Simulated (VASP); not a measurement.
# NbP (I4_1md) in VASP: further runs, part 2 of 2

VASP 6.6.1. Earlier steps stand in the parts before.

## (3) Equation of state, PBE, 15.46 Å³/atom (volume scaled by 0.96)

INCAR

```
SYSTEM = NbP
PREC = Accurate ; ENCUT = 520
EDIFF = 1E-7 ; ISMEAR = -1
SIGMA = 0.05 ; LREAL = .FALSE.
LASPH = .TRUE. ; NELM = 60
ALGO = Normal ; ISIF = 2
LWAVE = .FALSE. ; LCHARG = .FALSE.
GGA = PE ; NBANDS = 26
```

KPOINTS

```
Automatic mesh
0
G
  11 11 11
  0 0 0
```

POSCAR

```
NbP
1.0
   -1.6522863814      1.6522863814      5.6625296365
    1.6522863814     -1.6522863814      5.6625296365
    1.6522863814      1.6522863814     -5.6625296365
Nb P
2 2
Direct
    0.2498808000      0.7498808000      0.5000000000
    0.4998808000      0.4998808000      0.0000000000
    0.8327477700      0.3327477700      0.5000000000
    0.0827477700      0.0827477700      0.0000000000
```

Potentials or basis: VASP PAW PBE potentials, release 64 (Nb_sv, P).

On the command line:

```console
$ cat potpaw_PBE.64/Nb_sv/POTCAR potpaw_PBE.64/P/POTCAR > POTCAR
$ mpirun -np 1 vasp_std > vasp.out
```

It took 7.2 min on 1 thread of Intel Xeon Platinum 8488C (Sapphire Rapids), shared host; peak memory 0.41 GiB.

Results (log left out):

* Free energy: -35.2746 eV
* Pressure: 6.7 GPa
* Largest force: 0.030 eV/Å
* Band gap on the k mesh: none (metal or under the smearing width)

## (4) Equation of state, PBE, 15.78 Å³/atom (volume scaled by 0.98)

INCAR

```
SYSTEM = NbP
  ALGO = Normal
  EDIFF = 1E-7
  ENCUT = 520
  GGA = PE
  ISIF = 2
  ISMEAR = -1
  LASPH = .TRUE.
  LCHARG = .FALSE.
  LREAL = .FALSE.
  LWAVE = .FALSE.
  NBANDS = 26
  NELM = 80
  PREC = Accurate
  SIGMA = 0.05
```

KPOINTS

```
k-points
0
G
  11 11 11
  0 0 0
```

POSCAR

```
NbP
1.0
   -1.6636818200      1.6636818200      5.7015827992
    1.6636818200     -1.6636818200      5.7015827992
    1.6636818200      1.6636818200     -5.7015827992
Nb P
2 2
Direct
    0.2498808000      0.7498808000      0.5000000000
    0.4998808000      0.4998808000      0.0000000000
    0.8327477700      0.3327477700      0.5000000000
    0.0827477700      0.0827477700      0.0000000000
```

On the command line:

```console
$ cat potpaw_PBE.64/Nb_sv/POTCAR potpaw_PBE.64/P/POTCAR > POTCAR
$ mpirun -np 1 vasp_std > vasp.out
```

Run time: 7.6 min. Hardware: 1 thread of Intel Xeon Platinum 8488C (Sapphire Rapids), shared host; peak memory 0.43 GiB.

Results (log left out):

- Free energy: -35.3118 eV
- Pressure: 2.4 GPa
- Largest force: 0.022 eV/Å
- Band gap on the k mesh: none (metal or under the smearing width)

## (5) Equation of state, PBE, 16.43 Å³/atom (volume scaled by 1.02)

INCAR

```
SYSTEM = NbP
PREC     = Accurate       ! precision mode
ENCUT    = 520            ! plane-wave cutoff, eV
EDIFF    = 1E-7           ! SCF threshold, eV
ISMEAR   = -1             ! smearing method
SIGMA    = 0.05           ! smearing width, eV
LREAL    = .FALSE.        ! projectors in reciprocal space
LASPH    = .TRUE.         ! aspherical terms in the spheres
NELM     = 80             ! most SCF steps
ALGO     = Normal         ! electronic algorithm
ISIF     = 2              ! what is computed and relaxed
LWAVE    = .FALSE.        ! write WAVECAR
LCHARG   = .FALSE.        ! write CHGCAR
GGA      = PE             ! functional
NBANDS   = 26             ! bands
```

KPOINTS

```
Automatic mesh
0
G
  11 11 11
  0 0 0
```

POSCAR

```
NbP
1.0
   -1.6860157846      1.6860157846      5.7781232452
    1.6860157846     -1.6860157846      5.7781232452
    1.6860157846      1.6860157846     -5.7781232452
Nb P
2 2
Direct
    0.2498808000      0.7498808000      0.5000000000
    0.4998808000      0.4998808000      0.0000000000
    0.8327477700      0.3327477700      0.5000000000
    0.0827477700      0.0827477700      0.0000000000
```

On the command line:

```console
$ cat potpaw_PBE.64/Nb_sv/POTCAR potpaw_PBE.64/P/POTCAR > POTCAR
$ mpirun -np 1 vasp_std > vasp.out
```

Wall time 6.1 min (1 thread of Intel Xeon Platinum 8488C (Sapphire Rapids), shared host); peak memory 0.43 GiB.

It converged, with:

```yaml
Free_energy: -35.2907 eV
Pressure: -4.9 GPa
Largest_force: 0.008 eV/Å
Band_gap_on_the_k_mesh: none (metal or under the smearing width)
```

## (6) Equation of state, PBE, 16.75 Å³/atom (volume scaled by 1.04)

INCAR

```
PREC     = Accurate       # precision mode
ENCUT    = 520            # plane-wave cutoff, eV
EDIFF    = 1E-7           # SCF threshold, eV
ISMEAR   = -1             # smearing method
SIGMA    = 0.05           # smearing width, eV
LREAL    = False          # projectors in reciprocal space
LASPH    = True           # aspherical terms in the spheres
NELM     = 80             # most SCF steps
ALGO     = Normal         # electronic algorithm
ISIF     = 2              # what is computed and relaxed
LWAVE    = False          # write WAVECAR
LCHARG   = False          # write CHGCAR
GGA      = PE             # functional
NBANDS   = 26             # bands
```

KPOINTS

```
regular mesh
0
Gamma
  11 11 11
```

POSCAR

```
NbP
1.0
   -1.6969642459      1.6969642459      5.8156445774
    1.6969642459     -1.6969642459      5.8156445774
    1.6969642459      1.6969642459     -5.8156445774
Nb P
2 2
Direct
    0.2498808000      0.7498808000      0.5000000000
    0.4998808000      0.4998808000      0.0000000000
    0.8327477700      0.3327477700      0.5000000000
    0.0827477700      0.0827477700      0.0000000000
```

Potentials or basis: VASP PAW PBE potentials, release 64 (Nb_sv, P).

On the command line:

```console
$ cat potpaw_PBE.64/Nb_sv/POTCAR potpaw_PBE.64/P/POTCAR > POTCAR
$ mpirun -np 1 vasp_std > vasp.out
```

Wall time 8.2 min (1 thread of Intel Xeon Platinum 8488C (Sapphire Rapids), shared host); peak memory 0.43 GiB.

The run converged. Its results:

| Item | Value |
| --- | --- |
| Free energy | -35.2387 eV |
| Pressure | -8.1 GPa |
| Band gap on the k mesh | none (metal or under the smearing width) |

## (7) Equation of state, PBE

Potentials or basis: VASP PAW PBE potentials, release 64 (Nb_sv, P).

No new run: the results of the series are fitted here.

Results:

* Equilibrium volume: 15.98 Å³/atom
* Bulk modulus at fixed shape and positions: 190 GPa
* Pressure derivative of the bulk modulus: 4.3

Energy against volume, from the lowest point:
```tsv
volume (Å³/atom)	energy (meV/atom)
15.137	28.81
15.459	10.35
15.781	1.06
16.103	0.00
16.425	6.34
16.747	19.33
```

Caveat: the cell was scaled at fixed shape and fractional positions, which overstates the stiffness of a crystal with free parameters, most of all of layers and chains.

## (8) Equation of state, PBEsol, 15.14 Å³/atom (volume scaled by 0.94)

INCAR

```
  PREC = Accurate
  ENCUT = 520
  EDIFF = 1E-7
  ISMEAR = -1
  SIGMA = 0.05
  LREAL = False
  LASPH = True
  NELM = 80
  ALGO = Normal
  ISIF = 2
  LWAVE = False
  LCHARG = False
  GGA = PS
  NBANDS = 26
```

KPOINTS is that of step 6.

POSCAR

```
NbP
1.0
   -1.6407315532      1.6407315532      5.6229302316
    1.6407315532     -1.6407315532      5.6229302316
    1.6407315532      1.6407315532     -5.6229302316
Nb P
2 2
Direct
    0.2498808000      0.7498808000      0.5000000000
    0.4998808000      0.4998808000      0.0000000000
    0.8327477700      0.3327477700      0.5000000000
    0.0827477700      0.0827477700      0.0000000000
```

On the command line:

```console
$ cat potpaw_PBE.64/Nb_sv/POTCAR potpaw_PBE.64/P/POTCAR > POTCAR
$ mpirun -np 1 vasp_std > vasp.out
```

It took 8.5 min on 1 thread of Intel Xeon Platinum 8488C (Sapphire Rapids), shared host; peak memory 0.42 GiB.

Results (log left out):

| Quantity | Value |
| --- | --- |
| Free energy | -37.8050 eV |
| Pressure | 5.9 GPa |
| Largest force | 0.041 eV/Å |
| Band gap on the k mesh | none (metal or under the smearing width) |

Caveat: the PAW data sets were made with another functional, which shifts forces and pressure a little.

## (9) Equation of state, PBEsol, 15.46 Å³/atom (volume scaled by 0.96)

INCAR is that of step 8.

KPOINTS is that of step 8.

POSCAR

```
NbP
1.0
   -1.6522863814      1.6522863814      5.6625296365
    1.6522863814     -1.6522863814      5.6625296365
    1.6522863814      1.6522863814     -5.6625296365
Nb P
2 2
Direct
    0.2498808000      0.7498808000      0.5000000000
    0.4998808000      0.4998808000      0.0000000000
    0.8327477700      0.3327477700      0.5000000000
    0.0827477700      0.0827477700      0.0000000000
```

Potentials or basis: VASP PAW PBE potentials, release 64 (Nb_sv, P).

On the command line:

```console
$ cat potpaw_PBE.64/Nb_sv/POTCAR potpaw_PBE.64/P/POTCAR > POTCAR
$ mpirun -np 1 vasp_std > vasp.out
```

Wall time 8.4 min (1 thread of Intel Xeon Platinum 8488C (Sapphire Rapids), shared host); peak memory 0.43 GiB.

Results (log left out):

| Quantity | Value |
| --- | --- |
| Free energy | -37.8345 eV |
| Pressure | 1.3 GPa |
| Largest force | 0.032 eV/Å |
| Band gap on the k mesh | none (metal or under the smearing width) |

Caveat: the PAW data sets were made with another functional, which shifts forces and pressure a little.

## (10) Equation of state, PBEsol, 15.78 Å³/atom (volume scaled by 0.98)

INCAR is that of step 9.

KPOINTS is that of step 9.

POSCAR

```
NbP
1.0
   -1.6636818200      1.6636818200      5.7015827992
    1.6636818200     -1.6636818200      5.7015827992
    1.6636818200      1.6636818200     -5.7015827992
Nb P
2 2
Direct
    0.2498808000      0.7498808000      0.5000000000
    0.4998808000      0.4998808000      0.0000000000
    0.8327477700      0.3327477700      0.5000000000
    0.0827477700      0.0827477700      0.0000000000
```

On the command line:

```console
$ cat potpaw_PBE.64/Nb_sv/POTCAR potpaw_PBE.64/P/POTCAR > POTCAR
$ mpirun -np 1 vasp_std > vasp.out
```

It took 10 min on 1 thread of Intel Xeon Platinum 8488C (Sapphire Rapids), shared host; peak memory 0.43 GiB.

Results (log left out):

- Free energy: -37.8286 eV
- Pressure: -2.9 GPa
- Largest force: 0.024 eV/Å
- Band gap on the k mesh: none (metal or under the smearing width)

Caveat: the PAW data sets were made with another functional, which shifts forces and pressure a little.

## (11) Equation of state, PBEsol, 16.43 Å³/atom (volume scaled by 1.02)

INCAR is that of step 10.

KPOINTS is that of step 10.

POSCAR

```
NbP
1.0
   -1.6860157846      1.6860157846      5.7781232452
    1.6860157846     -1.6860157846      5.7781232452
    1.6860157846      1.6860157846     -5.7781232452
Nb P
2 2
Direct
    0.2498808000      0.7498808000      0.5000000000
    0.4998808000      0.4998808000      0.0000000000
    0.8327477700      0.3327477700      0.5000000000
    0.0827477700      0.0827477700      0.0000000000
```

On the command line:

```console
$ cat potpaw_PBE.64/Nb_sv/POTCAR potpaw_PBE.64/P/POTCAR > POTCAR
$ mpirun -np 1 vasp_std > vasp.out
```

Run time: 10 min. Hardware: 1 thread of Intel Xeon Platinum 8488C (Sapphire Rapids), shared host; peak memory 0.44 GiB.

Results (log left out):

* Free energy: -37.7251 eV
* Pressure: -9.9 GPa
* Largest force: 0.010 eV/Å
* Band gap on the k mesh: none (metal or under the smearing width)

Caveat: the PAW data sets were made with another functional, which shifts forces and pressure a little.

## (12) Equation of state, PBEsol, 16.75 Å³/atom (volume scaled by 1.04)

INCAR is that of step 11.

KPOINTS is that of step 11.

POSCAR

```
NbP
1.0
   -1.6969642459      1.6969642459      5.8156445774
    1.6969642459     -1.6969642459      5.8156445774
    1.6969642459      1.6969642459     -5.8156445774
Nb P
2 2
Direct
    0.2498808000      0.7498808000      0.5000000000
    0.4998808000      0.4998808000      0.0000000000
    0.8327477700      0.3327477700      0.5000000000
    0.0827477700      0.0827477700      0.0000000000
```

Potentials or basis: VASP PAW PBE potentials, release 64 (Nb_sv, P).

On the command line:

```console
$ cat potpaw_PBE.64/Nb_sv/POTCAR potpaw_PBE.64/P/POTCAR > POTCAR
$ mpirun -np 1 vasp_std > vasp.out
```

It took 8.8 min on 1 thread of Intel Xeon Platinum 8488C (Sapphire Rapids), shared host; peak memory 0.42 GiB.

The run converged. Its results:

```
Free energy            : -37.6338 eV
Pressure               : -12.9 GPa
Largest force          : 0.004 eV/Å
Band gap on the k mesh : none (metal or under the smearing width)
```

Caveat: the PAW data sets were made with another functional, which shifts forces and pressure a little.

## (13) Equation of state, PBEsol, 17.07 Å³/atom (volume scaled by 1.06)

INCAR is that of step 12.

KPOINTS is that of step 12.

POSCAR

```
NbP
1.0
   -1.7077732268      1.7077732268      5.8526878982
    1.7077732268     -1.7077732268      5.8526878982
    1.7077732268      1.7077732268     -5.8526878982
Nb P
2 2
Direct
    0.2498808000      0.7498808000      0.5000000000
    0.4998808000      0.4998808000      0.0000000000
    0.8327477700      0.3327477700      0.5000000000
    0.0827477700      0.0827477700      0.0000000000
```

On the command line:

```console
$ cat potpaw_PBE.64/Nb_sv/POTCAR potpaw_PBE.64/P/POTCAR > POTCAR
$ mpirun -np 1 vasp_std > vasp.out
```

Wall time 8.1 min (1 thread of Intel Xeon Platinum 8488C (Sapphire Rapids), shared host); peak memory 0.44 GiB.

It converged, with:

| Quantity | Value |
| --- | --- |
| Free energy | -37.5197 eV |
| Pressure | -15.6 GPa |
| Band gap on the k mesh | none (metal or under the smearing width) |

Caveat: the PAW data sets were made with another functional, which shifts forces and pressure a little.

## (14) Equation of state, PBEsol

Potentials or basis: VASP PAW PBE potentials, release 64 (Nb_sv, P).

This step only gathers the single runs of the series.

Results:

```
Equilibrium volume                        : 15.56 Å³/atom
Bulk modulus at fixed shape and positions : 205 GPa
Pressure derivative of the bulk modulus   : 4.3
```

Energy against volume, from the lowest point:
| volume (Å³/atom) | energy (meV/atom) |
| --- | --- |
| 15.137 | 7.36 |
| 15.459 | 0.00 |
| 15.781 | 1.47 |
| 16.103 | 10.85 |
| 16.425 | 27.33 |
| 16.747 | 50.17 |
| 17.069 | 78.70 |

Caveat: the cell was scaled at fixed shape and fractional positions, which overstates the stiffness of a crystal with free parameters, most of all of layers and chains; the PAW data sets were made with another functional, which shifts forces and pressure a little.
